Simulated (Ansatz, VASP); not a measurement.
**One calculation of Al2Cu, two programs**

File INCAR:

```
SYSTEM = Al2Cu
PREC = Accurate ; ENCUT = 520
EDIFF = 1E-6 ; ISMEAR = 0
SIGMA = 0.1 ; LREAL = .FALSE.
LASPH = .TRUE. ; NELM = 60
ALGO = Fast ; ISIF = 2
LWAVE = .FALSE. ; LCHARG = .TRUE.
GGA = PS ; LELF = .TRUE.
LVHAR = .TRUE. ; NBANDS = 16
```

The input KPOINTS:

```
Automatic mesh
0
G
  14 14 8
  0 0 0
```

Contents of POSCAR:

```
Al2Cu
1.0
    2.9305626952      0.0000000000      0.0000000000
    0.0000000000      2.9305626952      0.0000000000
    0.0000000000      0.0000000000      6.0464860697
Al Cu
2 1
Direct
    0.5000000000      0.5000000000      0.2950000000
    0.5000000000      0.5000000000      0.7050000000
    0.0000000000      0.0000000000      0.0000000000
```

Input for Ansatz:

```yaml
crystal:
  lattice:
    - [2.9305626952, 0.0, 0.0]
    - [0.0, 2.9305626952, 0.0]
    - [0.0, 0.0, 6.0464860697]
  atoms:
    - { symbol: Al, position: [0.5, 0.5, 0.295] }
    - { symbol: Al, position: [0.5, 0.5, 0.705] }
    - { symbol: Cu, position: [0.0, 0.0, 0.0] }
basis:
  ecutwfc: 420
kpoints:
  mp_grid: { grid: [14, 14, 8] }
hamiltonian:
  xc: pbesol
scf:
  occupations: { method: gaussian, width: 0.1 }
output:
  forces: true
  stress: true
  eigenvalues: true
```

Alike in both runs: task single point; functional PBEsol; k mesh 14 × 14 × 8; occupations gaussian, width 0.1 eV; no spin polarisation.

|  | VASP | Ansatz |
| --- | --- | --- |
| version | VASP 6.6.1 | Ansatz 0.2.0 |
| potentials or method | VASP PAW PBE potentials, release 64 (Al, Cu) | scalar-relativistic, plane waves, PAW |
| plane-wave cutoff (eV) | 520 | 420 |
| valence electrons in the cell | 17 | 25 |

VASP gave:

- gap on the k mesh at the Fermi level (eV): none
- pressure (GPa): -9.5
- largest component of the traceless stress (GPa): 2.50
- rms of the force components (eV/Å): 0.737

Task: Which values does Ansatz return?

Result: gap on the k mesh at the Fermi level (eV): none; pressure (GPa): -9.8; largest component of the traceless stress (GPa): 2.37; rms of the force components (eV/Å): 0.744.

Atom by atom the forces differ by 0.007 eV/Å (rms over components). A gap of «none» marks a metal or a gap that the smearing closes. The functional is the same, so the differences come from potentials, cutoffs and numerics. The two sets of potentials don't hold the same shells in valence.

Caveats: the PAW data sets were made with another functional, which shifts forces and pressure a little (VASP).
